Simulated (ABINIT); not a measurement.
Crystal: AgBr.

```
Ag Br
1.0
     0.00000    2.87015    2.87015
     2.87015    0.00000    2.87015
     2.87015    2.87015    0.00000
Ag Br
1 1
Direct
  0.00000 0.00000 0.00000
  0.50000 0.50000 0.50000
```

Base run:

- Program: ABINIT 10.8.3 (patched build)
- Functional: r2SCAN
- Potentials or basis: JTH PAW PBE v2.0
- Cutoff: 544 eV
- k mesh: 6 × 6 × 6
- Occupations: fermi-dirac, width 0.05 eV
- Spin: no spin polarisation

Its results: band gap on the k mesh 1.23 eV, indirect (least direct gap 3.26 eV); pressure 1.1 GPa.

Problem. The run is repeated on the same cell with these changes: potentials or basis from JTH PAW PBE v2.0 to PseudoDojo NC SR PBE v0.4.1 standard; cutoff from 544 eV to 1333 eV; valence electrons from 18 to 26. What comes out?

Solution. Band gap on the k mesh 1.14 eV, indirect (least direct gap 3.17 eV); pressure 0.5 GPa.

Caveats: the PAW data sets were made with another functional, which shifts forces and pressure a little (some runs); a meta-GGA on potentials with a model core is unreliable (some runs); the potentials were made for another functional, which shifts forces and pressure (some runs).
